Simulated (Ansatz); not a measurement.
Redistribution: C4H7Cl + C2HF5 → C4H8 + C2ClF5

Species: C4H7Cl (cis-1-chloro-1-butene) `CC/C=C\Cl`, singlet; C2HF5 (pentafluoroethane) `FC(F)C(F)(F)F`, singlet; C4H8 `C=CCC`, singlet; C2ClF5 (chloropentafluoroethane) `FC(F)(F)C(F)(F)Cl`, singlet. The partners trade Cl for H; both sit on C, so the bond types are kept.

Shapes, held fixed at every level: PBE0-D4/def2-TZVP. Flexible molecules stand in one conformer, not always the lowest. Programs: Ansatz 0.2.0. The zero-point and thermal change to 298 K, harmonic and unscaled (PBE0-D4/def2-TZVP), is -4.1 kJ/mol.

```csv
level,kind,ΔH(298 K) (kJ/mol)
HF/def2-TZVPP,Hartree–Fock,+18.6
SPW92/def2-TZVPP,LDA,+8.0
r2SCAN-D4/def2-TZVPP,meta-GGA,+8.0
BHLYP-D4/def2-TZVPP,global hybrid,+16.0
wB97M-V/def2-TZVPP,range-separated hybrid,+8.0
B2PLYP/def2-TZVPP,double hybrid,+15.1
MP2/def2-TZVPP,perturbation theory,+14.7
```

MP2/def2-TZVPP gives ΔH(298 K) = +14.7 kJ/mol; the levels span +8.0 to +18.6. The median of the levels is +14.7. No measured value is set beside it here.
